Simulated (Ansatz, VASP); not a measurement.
## Cu: VASP beside Ansatz

```
Cu
1.0
    -1.44414    1.44414    1.36265
     1.44414   -1.44414    1.36265
     1.44414    1.44414   -1.36265
Cu
1
Cartesian
  0.0000 0.0000 0.0000
```

Alike in both runs: functional PBEsol; k mesh 24 × 24 × 24; occupations fermi-dirac, width 0.15 eV; no spin polarisation.

Ansatz relaxed the structure, and its values are those at the end. VASP's run is a single point on that final structure, the one shown.

```csv
,VASP,Ansatz
version,VASP 6.6.1,Ansatz 0.2.0
potentials or method,"VASP PAW PBE potentials, release 64 (Cu)","scalar-relativistic, plane waves, PAW"
plane-wave cutoff (eV),520,420
valence electrons in the cell,11,19
```

|  | VASP | Ansatz | Ansatz less VASP |
| --- | --- | --- | --- |
| gap on the k mesh at the Fermi level (eV) | none | none | - |
| pressure (GPa) | 0.7 | 0.0 | -0.75 |

A gap of «none» marks a metal or a gap that the smearing closes. The two sets of potentials don't hold the same shells in valence.

Caveats: the PAW data sets were made with another functional, which shifts forces and pressure a little (VASP).
